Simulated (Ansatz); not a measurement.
HfS2/HfS2 (1T bilayer), computed twice by G0W0.

The cell holds 6 atoms: 2 Hf and 4 S. Cell: a = 3.564 Å, b = 3.564 Å, c = 40.200 Å, α = 90.0°, β = 90.0°, γ = 120.0°. Regions: layer 1 (HfS2), 3 atoms (1 Hf and 2 S); layer 2 (HfS2), 3 atoms (1 Hf and 2 S). Vacuum lies along c.

```xyz
6
Lattice="3.5640 0.0000 0.0000 -1.7820 3.0865 0.0000 0.0000 0.0000 40.2000" Properties=species:S:1:pos:R:3
Hf    0.0000    0.0000   17.3006
S     0.0000    2.0577   18.7558
S     1.7820    1.0288   15.8446
Hf    0.0000    0.0000   22.8994
S     0.0000    2.0577   24.3554
S     1.7820    1.0288   21.4442
```

The structure was relaxed with PBEsol-D3(BJ). The runs that relaxed it are not among those shown. Spin-orbit coupling is left out unless a run names it.

The first (Ansatz 0.2.0; start PBEsol, 6×6×1 mesh, 652 empty bands, screening to 75 eV, PAW set soft_1 files; 8 threads of Arm Neoverse V1, shared host) gave, on its mesh: starting gap 0.90 eV, G0W0 gap 1.89 eV, mean of 1 + 4πα/V (set by the cell height) 3.54, 5.1 min.

The second changes empty bands from 652 to 263 and screening cutoff (eV) from 75.0 to 41. What does it give?

It gave: starting gap 0.90 eV, G0W0 gap 1.81 eV, mean of 1 + 4πα/V (set by the cell height) 3.56, 65 s. The G0W0 gap moves by −0.08 eV, +0.00 eV from the start and −0.08 eV from the correction. Σc changes by +0.30 eV at the valence top and +0.22 eV at the conduction bottom, and Σx − Vxc between them by +0.00 eV.

Limits: not at the basis limit; coarse mesh for a sheet; no spin-orbit coupling.

[Paths, hosts, dates, memory and timing lines, banners, echoed tables and standing remarks are left out of the program output.]

[Logs are printed without paths, hosts, clocks, repeated set-up lines and the standing remarks that a program may print on its own settings, such as how far it seeks lower states.]

[Runs of the session that timed out or met a known fault of the program may be left out.]

[Cells called generated may have been cut or substituted from an entry of the Crystallography Open Database or the Materials Project.]

[Hosts, paths, dates, database ids (printed as entryN), source tags and the programs' standing remarks are cut or masked in the printed files.]
